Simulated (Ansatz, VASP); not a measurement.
# Two plane-wave programs on P

```
P
1.0
     3.32283    0.00000    0.00000
     0.00000    4.16484    0.00000
     0.00000    0.00000   22.26611
P
8
Direct
  0.00000 0.57189 0.33683
  0.50000 0.92811 0.33683
  0.50000 0.07189 0.43424
  0.00000 0.42811 0.43424
  0.50000 0.57189 0.56576
  0.00000 0.92811 0.56576
  0.00000 0.07189 0.66317
  0.50000 0.42811 0.66317
```

Alike in both runs: task single point; functional PBE; dispersion D3(BJ); k mesh 10 × 8 × 1; occupations gaussian, width 0.1 eV; no spin polarisation.

```csv
,VASP,Ansatz
version,VASP 6.6.1,Ansatz 0.2.0
potentials or method,"VASP PAW PBE potentials, release 64 (P)","scalar-relativistic, plane waves, PAW"
plane-wave cutoff (eV),520,420
valence electrons in the cell,40,40
```

Ansatz gave:

- gap on the k mesh at the Fermi level (eV): 0.05
- least direct gap on the mesh (eV): 0.05
- rms of the force components (eV/Å): 0.043

Q: Which values does VASP return?

A: gap on the k mesh at the Fermi level (eV): 0.07; least direct gap on the mesh (eV): 0.07; rms of the force components (eV/Å): 0.072.

Atom by atom the forces differ by 0.035 eV/Å (rms over components). Ansatz warned: «xc_potential_rough_in_thin_density».
